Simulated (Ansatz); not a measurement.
HfO2 in Ansatz: the effect of functional

Crystal: HfO2.

```
Hf O
1.0
     5.08032    0.00000    0.00000
     0.00000    5.16487    0.00000
     0.00000    0.00000    4.89088
Hf O
4 8
Direct
  0.22259 0.78180 0.27207
  0.72259 0.71820 0.72793
  0.77741 0.21820 0.27207
  0.27741 0.28180 0.72793
  0.18682 0.16365 0.10453
  0.68682 0.33635 0.89547
  0.81318 0.83635 0.10453
  0.31318 0.66365 0.89547
  0.00000 0.50000 0.48905
  0.50000 0.00000 0.51095
  0.00000 0.00000 0.57562
  0.50000 0.50000 0.42438
```

The cell comes from a database or a generator and needn't be the stable form of this composition.

Alike in all runs:

| Item | Value |
| --- | --- |
| Program | Ansatz 0.2.0 |
| Task | band structure |
| Potentials or basis | Ansatz PAW |
| Cutoff | 420 eV (not typed: the program's choice for these potentials) |
| k mesh | 4 × 4 × 5 |
| Occupations | fermi-dirac, width 0.05 eV |
| Spin | no spin polarisation |

| functional | gap on the mesh (eV) | pressure (GPa) | largest force (eV/Å) |
| --- | --- | --- | --- |
| PBEsol | 3.84 | 1.6 | 0.11 |
| RPBE | 4.01 | 15.3 | 0.24 |
| revPBE | ? | ? | ? |
| BLYP | 3.98 | 17.0 | 0.25 |

Question: What does the run with functional revPBE give?

Answer: gap on the mesh 3.99 eV; pressure 13.8 GPa; largest force 0.23 eV/Å.

Caveats: the k mesh misses the band edges, so the gap on the mesh is wider than the one along the path; spin-orbit coupling is left out, which moves the levels of the heavy elements; the PAW data sets come from PBE, with cores solved anew for the run's functional, which leaves a small shift of forces and pressure.

Runs at the PBE level aren't shown here.
